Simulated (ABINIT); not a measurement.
**Cr: equation of state with LDA**

Cr:

```
Cr
1.0
    -1.48445    1.48445    1.48445
     1.48445   -1.48445    1.48445
     1.48445    1.48445   -1.48445
Cr
1
Direct
  0.00000 0.00000 0.00000
```

* Program: ABINIT 10.8.3 (patched build)
* Task: equation of state
* Functional: LDA
* Potentials or basis: JTH PAW PBE v2.0
* Cutoff: 762 eV
* k mesh: 10 × 10 × 10
* Occupations: fermi-dirac, width 0.05 eV
* Spin: collinear spin, ferromagnetic start
* Starting moments: [3.0] μB
* Fine-grid cutoff: 1360.57 eV

```
Equilibrium volume : outside the volumes run
```

Energy against volume, from the lowest point:
| volume (Å³/atom) | energy (meV/atom) |
| --- | --- |
| 12.299 | 0.00 |
| 12.561 | 48.56 |
| 12.823 | 102.06 |
| 13.084 | 159.93 |
| 13.346 | 221.62 |
| 13.608 | 286.67 |
| 13.870 | 354.61 |

Run time: 4.1 min on 1 thread of Arm Neoverse V2, with other jobs on the host, peak memory 0.12 GiB.

Caveat: the PAW data sets were made with another functional, which shifts forces and pressure a little.
